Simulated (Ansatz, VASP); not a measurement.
# CuAu in VASP and in Ansatz

The input INCAR:

```
SYSTEM = CuAu
PREC = Accurate
ENCUT = 520
EDIFF = 1E-6
ISMEAR = -1
SIGMA = 0.05
LREAL = .False.
LASPH = .True.
NELM = 100
ALGO = Normal
ISIF = 2
LWAVE = .False.
LCHARG = .True.
GGA = PE
LELF = .True.
LVHAR = .True.
NBANDS = 18
```

Contents of KPOINTS:

```
regular mesh
0
Gamma
  13 13 10
  0 0 0
```

Contents of POSCAR:

```
CuAu
1.0
    2.7433273375      0.0000000000      0.0000000000
    0.0000000000      2.7433273375      0.0000000000
    0.0000000000      0.0000000000      3.5957183317
Cu Au
1 1
Direct
    0.5000000000      0.5000000000      0.5000000000
    0.0000000000      0.0000000000      0.0000000000
```

Input for Ansatz:

```yaml
crystal:
  lattice:
    - [2.7433273375, 0.0, 0.0]
    - [0.0, 2.7433273375, 0.0]
    - [0.0, 0.0, 3.5957183317]
  atoms:
    - { symbol: Cu, position: [0.5, 0.5, 0.5] }
    - { symbol: Au, position: [0.0, 0.0, 0.0] }
kpoints:
  mp_grid: { grid: [13, 13, 10] }
scf:
  occupations: { method: fermi_dirac, width: 0.05 }
hamiltonian:
  xc: pbe
  pseudopotentials: { kind: all_electron, lapw: { basis_error: 0.00025 } }
output:
  forces: true
  stress: true
  eigenvalues: true
```

Change from the starting cell: volume scaled by 0.9405.

Alike in both runs: task single point; functional PBE; k mesh 13 × 13 × 10; occupations fermi-dirac, width 0.05 eV; no spin polarisation.

|  | VASP | Ansatz |
| --- | --- | --- |
| version | VASP 6.6.1 | Ansatz 0.2.0 |
| potentials or method | VASP PAW PBE potentials, release 64 (Cu, Au) | all-electron LAPW, scalar-relativistic |
| plane-wave cutoff (eV) | 520 | see its input |

```csv
,VASP,Ansatz,Ansatz less VASP
pressure (GPa),19.3,19.3,+0.08
largest component of the traceless stress (GPa),0.41,0.51,+0.108
```

Ansatz ran all-electron here, so the differences hold the error of VASP's frozen core and of both bases.

Caveats: so large a pressure means that the cell lies far from this level's equilibrium, or that cutoff or potentials fall short (VASP). The runs have no spin-orbit coupling, so splittings on Au are missing.
